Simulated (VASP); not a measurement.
Write the native input for VASP 6.6.1 that does the following.

- Task: single point
- Functional: PBE
- Dispersion: D3(BJ)
- Potentials or basis: VASP PAW PBE potentials, release 64 (C)
- Cutoff: 520 eV
- k mesh: 21 × 21 × 12
- Occupations: gaussian, width 0.1 eV
- Spin: no spin polarisation
- Dipole correction: no
- Further INCAR settings: ALGO = Fast; EDIFF = 1e-07; NBANDS = 11

The structure of C lies in POSCAR:

```
C
1.0
    2.5386690022      0.0000000000      0.0000000000
   -1.2693345011      2.1985518477      0.0000000000
    0.0000000000      0.0000000000      3.6133448995
C
2
Direct
    0.3333333333      0.6666666667      0.0000000000
    0.6666666667      0.3333333333      0.0000000000
```

This is a stacking variant of graphite.

The cell isn't the ideal one: biaxial strain in the a-b plane, c and atoms relaxed: +3.0 %.

One way to write it, as run:

INCAR

```
SYSTEM = C
ALGO = Fast
EDIFF = 1E-7
ENCUT = 520
GGA = PE
ISIF = 2
ISMEAR = 0
IVDW = 12
LASPH = .True.
LCHARG = .True.
LELF = .True.
LREAL = .False.
LVHAR = .True.
LWAVE = .False.
NBANDS = 11
NELM = 100
PREC = Accurate
SIGMA = 0.1
```

KPOINTS

```
k-points
0
Gamma
  21 21 12
  0 0 0
```

Potentials or basis: VASP PAW PBE potentials, release 64 (C).

Run with:

```bash
$ cat potpaw_PBE.64/C/POTCAR > POTCAR
$ mpirun -np 1 vasp_std > vasp.out
```

It gave:

```
Pressure                   : -20.4 GPa
Band gap on the k mesh     : none (metal or under the smearing width)
Dispersion energy per atom : -0.139 eV
```

Caveat: so large a pressure means that the cell lies far from this level's equilibrium, or that cutoff or potentials fall short.

It took 37 s on 1 thread of AMD EPYC 9R45 96-Core Processor (Zen 5), with other jobs on the host, peak memory 0.15 GiB.
